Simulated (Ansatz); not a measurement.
MgO (rocksalt): gap against strain (uniaxial along x, other directions held)

Rocksalt MgO, relaxed with r2SCAN in the plane-wave code Ansatz, then strained (uniaxial along x, other directions held; changes of length per length, axes as in the cell below) with the atoms relaxed again within the symmetry that is left. The symmetry is Fm-3m (No. 225, cubic); a = 4.204 Å in the conventional setting, 9.29 Å³ an atom. Around Mg lie 6 O at 2.10 Å; around O lie 6 Mg at 2.10 Å. Spin-unpolarised throughout; all numbers are computed.

```
CELL_PARAMETERS angstrom
0.00000 2.10217 2.10217
2.10217 0.00000 2.10217
2.10217 2.10217 0.00000
ATOMIC_POSITIONS crystal
Mg 0.00000 0.00000 0.00000
O 0.50000 0.50000 0.50000
```

Gaps are the least over each mesh (PBE 10×10×10, r2SCAN 10×10×10, HSE06 8×8×8 when unstrained) and the special points, which keep their unstrained names; stress is the change from the unstrained cell, compression positive.

```tsv
strain (%)	gap, PBE (eV)	gap, r2SCAN (eV)	gap, HSE06 (eV)	edges, HSE06	stress along the strain, r2SCAN (GPa)	energy rise, r2SCAN (meV/atom)
-0.35	4.829	5.718	6.576	Γ	+1.11	0.1
0.0	4.797	5.685	6.541	Γ	0.00	0.0
+2.17	4.558	5.436	6.271	Γ	-5.91	3.9
+2.5	4.522	5.399	6.231	Γ	-6.67	5.1
+2.66	4.505	5.381	6.211	Γ	-7.03	5.7
```

Question: Estimate the row for a strain of +4.46 %.

Answer:
```tsv
strain (%)	gap, PBE (eV)	gap, r2SCAN (eV)	gap, HSE06 (eV)	edges, HSE06	stress along the strain, r2SCAN (GPa)	energy rise, r2SCAN (meV/atom)
+4.46	4.317	5.184	5.998	Γ	-10.57	15.0
```

Between zero and the nearest strains the slope of the HSE06 gap against strain is -0.098 eV per percent for negative and -0.125 for positive strain.

The meshes of the hybrids are coarse, so their gaps aren't converged to the digits shown.
